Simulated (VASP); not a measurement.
Wanted: the native input for a VASP 6.6.1 run.

```yaml
Task: relaxation of cell and atoms
Functional: LDA
Potentials_or_basis: VASP PAW LDA potentials, release 64 (Sc_sv)
Cutoff: 600 eV
k_mesh: 15 × 15 × 8
Occupations: methfessel-paxton, width 0.1 eV
Spin: no spin polarisation
Further_INCAR_settings: ALGO = Normal; EDIFF = 1e-06; IBRION = 2; EDIFFG = -0.01; NSW = 90; ISIF = 3
```

The structure of Sc lies in POSCAR:

```
Sc
1.0
    3.3090000000      0.0000000000      0.0000000000
   -1.6545000000      2.8656780611      0.0000000000
    0.0000000000      0.0000000000      5.2733000000
Sc
2
Direct
    0.3333333333      0.6666666667      0.2500000000
    0.6666666667      0.3333333333      0.7500000000
```

One way to write it, as run:

INCAR

```
ALGO     = Normal         # electronic algorithm
EDIFF    = 1E-6           # SCF threshold, eV
EDIFFG   = -0.01          # ionic threshold
ENCUT    = 600            # plane-wave cutoff, eV
IBRION   = 2              # ionic algorithm
ISIF     = 3              # what is computed and relaxed
ISMEAR   = 1              # smearing method
LASPH    = True           # aspherical terms in the spheres
LCHARG   = False          # write CHGCAR
LREAL    = False          # projectors in reciprocal space
LWAVE    = False          # write WAVECAR
NELM     = 80             # most SCF steps
NSW      = 90             # ionic steps
PREC     = Accurate       # precision mode
SIGMA    = 0.1            # smearing width, eV
```

KPOINTS

```
k-points
0
Gamma
  15 15 8
```

Potentials or basis: VASP PAW LDA potentials, release 64 (Sc_sv).

Launch:

```sh
$ cat potpaw_LDA.64/Sc_sv/POTCAR > POTCAR
$ mpirun -np 1 vasp_std > vasp.out
```

Results of the run:

The relaxed volume is 22.53 Å³/atom. The relaxed cell is a = 3.232 Å, b = 3.232 Å, c = 4.983 Å, α = 90.00°, β = 90.00°, γ = 120.00°, the space group after relaxing (to 0.05 Å) is P6_3/mmc (No. 194) and the energy gained by relaxing is 47.7 meV/atom. The ionic steps are 9, the pressure after relaxing is 0.0 GPa and the band gap on the k mesh is none (metal or under the smearing width).

It took 3.3 min on 1 thread of Intel(R) Xeon(R) 6975P-C (Granite Rapids) (shared host), peak memory 0.24 GiB.
